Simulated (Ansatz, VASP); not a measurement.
# Two plane-wave programs on PbS

INCAR

```
SYSTEM = PbS
PREC = Accurate
ENCUT = 520
EDIFF = 1E-7
ISMEAR = 0
SIGMA = 0.05
LREAL = .FALSE.
LASPH = .TRUE.
NELM = 100
ALGO = Normal
ISIF = 2
LWAVE = .FALSE.
LCHARG = .FALSE.
GGA = PS
NBANDS = 17
```

Contents of KPOINTS:

```
regular mesh
0
G
  8 8 8
  0 0 0
```

POSCAR

```
PbS
1.0
    3.5790186812      0.0000000000      0.0000000000
    0.0000000000      3.5790186812      0.0000000000
    0.0000000000      0.0000000000      3.5790186812
Pb S
1 1
Direct
    0.0000000000      0.0000000000      0.0000000000
    0.5000000000      0.5000000000      0.5139703099
```

Input for Ansatz:

```yaml
crystal:
  lattice:
    - [3.5790186812, 0.0, 0.0]
    - [0.0, 3.5790186812, 0.0]
    - [0.0, 0.0, 3.5790186812]
  atoms:
    - { symbol: Pb, position: [0.0, 0.0, 0.0] }
    - { symbol: S, position: [0.5, 0.5, 0.5139703099] }
basis:
  ecutwfc: 420
  ecutrho_ratio: 4
kpoints:
  mp_grid: { grid: [8, 8, 8] }
hamiltonian:
  xc: pbesol
scf:
  occupations: { method: gaussian, width: 0.05 }
output:
  forces: true
  stress: true
  eigenvalues: true
```

Alike in both runs: task single point; functional PBEsol; k mesh 8 × 8 × 8; occupations gaussian, width 0.05 eV; no spin polarisation.

```csv
,VASP,Ansatz
version,VASP 6.6.1,Ansatz 0.2.0
potentials or method,"VASP PAW PBE potentials, release 64 (Pb_d, S)","scalar-relativistic, plane waves, PAW"
plane-wave cutoff (eV),520,420
valence electrons in the cell,20,20
```

```csv
,VASP,Ansatz,Ansatz less VASP
gap on the k mesh at the Fermi level (eV),none,none,-
pressure (GPa),-0.1,0.0,+0.04
rms of the force components (eV/Å),0.025,0.025,+0.0001
```

Atom by atom the forces differ by 0.000 eV/Å (rms over components). A gap of «none» marks a metal or a gap that the smearing closes.

Caveats: the PAW data sets were made with another functional, which shifts forces and pressure a little (VASP). Spin-orbit coupling is left out, which matters for the levels of Pb.
